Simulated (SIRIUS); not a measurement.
**In in SIRIUS: convergence with wave cutoff**

Input of the first run (wave cutoff 240 eV); the others differ in this setting and in those tied to it:

File sirius.json:

```json
{
  "control": {
    "processing_unit": "cpu",
    "verbosity": 2,
    "num_bands_to_print": 13,
    "print_forces": true,
    "print_stress": true
  },
  "parameters": {
    "electronic_structure_method": "pseudopotential",
    "xc_functionals": ["XC_GGA_X_PBE", "XC_GGA_C_PBE"],
    "gk_cutoff": 4.2,
    "pw_cutoff": 8.4,
    "ngridk": [9, 9, 9],
    "shiftk": [0, 0, 0],
    "smearing": "fermi_dirac",
    "smearing_width": 0.0018374661,
    "num_bands": 13,
    "num_mag_dims": 0,
    "num_dft_iter": 100,
    "energy_tol": 1e-08,
    "density_tol": 1e-06
  },
  "iterative_solver": {
    "type": "davidson",
    "min_tolerance": 1e-10
  },
  "mixer": {
    "type": "anderson",
    "beta": 0.7,
    "max_history": 8
  },
  "settings": {
    "tol_ne": 1e-10
  },
  "unit_cell": {
    "lattice_vectors": [
      [-3.071693123795, 3.071693123795, 4.674615514487],
      [3.071693123795, -3.071693123795, 4.674615514487],
      [3.071693123795, 3.071693123795, -4.674615514487]
    ],
    "atom_coordinate_units": "lattice",
    "atom_types": ["In"],
    "atom_files": {
      "In": "In.json"
    },
    "atoms": {
      "In": [
        [0.0, 0.0, 0.0]
      ]
    }
  }
}
```

Potentials or basis: SG15 1.2 PBE (norm-conserving).

Launch:

```console
$ upf_to_json In_ONCV_PBE-1.2.upf
$ OMP_NUM_THREADS=1 sirius.scf --input=sirius.json --output=out.json --task=0
```

Hardware: 1 thread of Arm Neoverse V1, on a shared host.

Problem. The values tried are 240 eV, 345.6 eV, 470.4 eV, 614.4 eV, 777.6 eV, 960 eV, 1269.6 eV, 1622.4 eV, loosest first. From which on does the pressure stay within 0.1 GPa of the tightest run that finished?

Solution. From 960 eV on.

```tsv
wave cutoff	energy less the tightest run, at zero smearing (meV/atom)	pressure (GPa)	SCF cycles	CPU time (s)	peak memory (GiB)
240 eV	32111.45	-692.06	17	7.2	0.09
345.6 eV	1582.92	-80.52	19	15	0.1
470.4 eV	72.77	2.07	21	26	0.13
614.4 eV	35.93	2.14	19	31	0.16
777.6 eV	20.22	1.58	19	46	0.2
960 eV	0.69	2.15	20	69	0.25
1269.6 eV	0.03	2.21	18	110	0.34
1622.4 eV	0.00	2.21	19	120	0.46
```

Against the tightest run, the energy stays within 1 meV/atom from 960 eV on. The tightest run that finished is the yardstick and may itself not be fully converged.
